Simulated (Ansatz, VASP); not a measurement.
One calculation of GaN, two programs

File INCAR:

```
ALGO = Normal
EDIFF = 1E-6
EDIFFG = -0.005
ENCUT = 600
GGA = PE
IBRION = 2
ISIF = 3
ISMEAR = 0
LASPH = T
LCHARG = F
LREAL = F
LWAVE = F
NELM = 60
NSW = 100
PREC = Accurate
SIGMA = 0.02
```

KPOINTS

```
k-points
0
Gamma
  10 10 10
```

File POSCAR:

```
GaN
1.0
    0.0000000000      2.2535006075      2.2535006075
    2.2535006075      0.0000000000      2.2535006075
    2.2535006075      2.2535006075      0.0000000000
Ga N
1 1
Direct
    0.0000000000      0.0000000000      0.0000000000
    0.7500000000      0.7500000000      0.7500000000
```

Input for Ansatz:

```yaml
crystal:
  lattice:
    - [0.0, 2.2535006075, 2.2535006075]
    - [2.2535006075, 0.0, 2.2535006075]
    - [2.2535006075, 2.2535006075, 0.0]
  atoms:
    - { symbol: Ga, position: [0.0, 0.0, 0.0] }
    - { symbol: "N", position: [0.75, 0.75, 0.75] }
basis:
  ecutwfc: 420
kpoints:
  mp_grid: { grid: [10, 10, 10] }
hamiltonian:
  xc: pbe
scf:
  occupations: { method: gaussian, width: 0.02 }
output:
  forces: true
  stress: true
  eigenvalues: true
  write_density: true
  write_potential: true
  elf: true
  volumetric_format: npy
relax:
  adjacent_minimum: "off"
  f_tol: 0.005
  max_steps: 80
  cell: { stress_tol: 0.05 }
```

The cell is a database's computed one.

Alike in both runs: task relaxation of cell and atoms; functional PBE; k mesh 10 × 10 × 10; occupations gaussian, width 0.02 eV; no spin polarisation.

|  | VASP | Ansatz |
| --- | --- | --- |
| version | VASP 6.6.1 | Ansatz 0.2.0 |
| potentials or method | VASP PAW PBE potentials, release 64 (Ga_d, N) | scalar-relativistic, plane waves, PAW |
| plane-wave cutoff (eV) | 600 | 420 |
| valence electrons in the cell | 18 | 18 |

|  | VASP | Ansatz | Ansatz less VASP |
| --- | --- | --- | --- |
| gap on the k mesh at the Fermi level, each at its own relaxed structure (eV) | 1.55 | 1.54 | -0.010 |
| relaxed volume (Å³/atom) | 11.76 | 11.76 | +0.007 |
| relaxed cell length with the largest relative difference (Å) | 3.216 | 3.216 | +0.0006 |
| energy change over the relaxation (meV/atom) | -5 | -5 | -0.2 |

PBE gaps usually lie below the measured ones, often by a third to a half.
